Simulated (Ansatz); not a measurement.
Space group P-43m (No. 215). a = 4.465 Å, b = 4.465 Å, c = 4.465 Å, α = 90.00°, β = 90.00°, γ = 90.00°
```
atom site symmetry x y z
  Al    1a      -43m  0.0000  0.0000  0.0000
  Ga    3c     -42.m  0.5000  0.5000  0.0000
   N    4e       .3m  0.7554  0.7554  0.2446
```

Equation of state of this AlGa3N4 structure (not necessarily the ground state), with shape and atoms relaxed at each volume where symmetry leaves them free. The calculation used DFT r2SCAN, scalar-relativistic, plane waves, PAW in Ansatz.

Plane waves to 500 eV, a k mesh through Γ of 6×6×6 on the computed 8-atom cell and Gaussian smearing (0.02 eV); no spin polarisation.

```json
{"V (Å³/atom)": "9.794", "E − E(largest V) (meV/atom)": "65.90", "P (GPa)": "33.38", "gap on mesh (eV)": "3.77"}
{"V (Å³/atom)": "10.128", "E − E(largest V) (meV/atom)": "7.47", "P (GPa)": "22.99", "gap on mesh (eV)": "3.51"}
{"V (Å³/atom)": "10.462", "E − E(largest V) (meV/atom)": "-30.95", "P (GPa)": "14.11", "gap on mesh (eV)": "3.27"}
{"V (Å³/atom)": "10.796", "E − E(largest V) (meV/atom)": "-52.23", "P (GPa)": "6.51", "gap on mesh (eV)": "3.04"}
{"V (Å³/atom)": "11.129", "E − E(largest V) (meV/atom)": "-58.85", "P (GPa)": "0.01", "gap on mesh (eV)": "2.82"}
{"V (Å³/atom)": "11.463", "E − E(largest V) (meV/atom)": "-52.92", "P (GPa)": "-5.56", "gap on mesh (eV)": "2.60"}
{"V (Å³/atom)": "11.797", "E − E(largest V) (meV/atom)": "-36.25", "P (GPa)": "-10.31", "gap on mesh (eV)": "2.39"}
{"V (Å³/atom)": "12.242", "E − E(largest V) (meV/atom)": "0.00", "P (GPa)": "-15.60", "gap on mesh (eV)": "2.13"}
```

**Question.** Fit a third-order Birch–Murnaghan equation to E(V).

**Answer.** V0 = 11.13 Å³/atom, B0 = 200 GPa, B0' = 4.2.

The gaps are read on the mesh, which can miss the band edges, so they can be too wide.